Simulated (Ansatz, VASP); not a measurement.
SrO: VASP beside Ansatz

Contents of INCAR:

```
  PREC = Accurate
  ENCUT = 520
  EDIFF = 1E-8
  ISMEAR = -1
  SIGMA = 0.02
  LREAL = F
  LASPH = T
  NELM = 60
  ALGO = Normal
  ISIF = 2
  LWAVE = F
  LCHARG = F
  GGA = CA
  LEFG = T
  NBANDS = 15
```

File KPOINTS:

```
regular mesh
0
Gamma
  8 8 8
```

Contents of POSCAR:

```
SrO
1.0
    0.0000000000      2.6036170359      2.6036170359
    2.6036170359      0.0000000000      2.6036170359
    2.6036170359      2.6036170359      0.0000000000
Sr O
1 1
Direct
    0.0000000000      0.0000000000      0.0000000000
    0.5000000000      0.5000000000      0.5000000000
```

Input for Ansatz:

```yaml
crystal:
  lattice:
    - [0.0, 2.6036170359, 2.6036170359]
    - [2.6036170359, 0.0, 2.6036170359]
    - [2.6036170359, 2.6036170359, 0.0]
  atoms:
    - { symbol: Sr, position: [0.0, 0.0, 0.0] }
    - { symbol: O, position: [0.5, 0.5, 0.5] }
kpoints:
  mp_grid: { grid: [8, 8, 8] }
scf:
  occupations: { method: fermi_dirac, width: 0.02 }
hamiltonian:
  xc: lda
  pseudopotentials: { kind: all_electron, datasets: crystal }
output:
  forces: true
  stress: true
  eigenvalues: true
  efg: { contact_densities: true }
```

Change from the starting cell: volume scaled by 1.04, crystal datasets.

Alike in both runs: task electric field gradients; functional LDA; k mesh 8 × 8 × 8; occupations fermi-dirac, width 0.02 eV; no spin polarisation.

|  | VASP | Ansatz |
| --- | --- | --- |
| version | VASP 6.6.1 | Ansatz 0.2.0 |
| potentials or method | VASP PAW LDA potentials, release 64 (Sr_sv, O) | all-electron PAW with datasets made for the crystal, scalar-relativistic |
| plane-wave cutoff (eV) | 520 | see its input |

|  | VASP | Ansatz | Ansatz less VASP |
| --- | --- | --- | --- |
| gap on the k mesh at the Fermi level (eV) | 3.12 | 3.18 | +0.053 |
| pressure (GPa) | -6.6 | -7.2 | -0.58 |
| Vzz of the field gradient on the site that differs most (V/Å²) | 0.0 | 0.0 | 0.00 |

Ansatz ran all-electron here, so the differences hold the error of VASP's frozen core and of both bases. Ansatz warned: «gradients_without_spin_orbit».

A k mesh can miss the band edges.
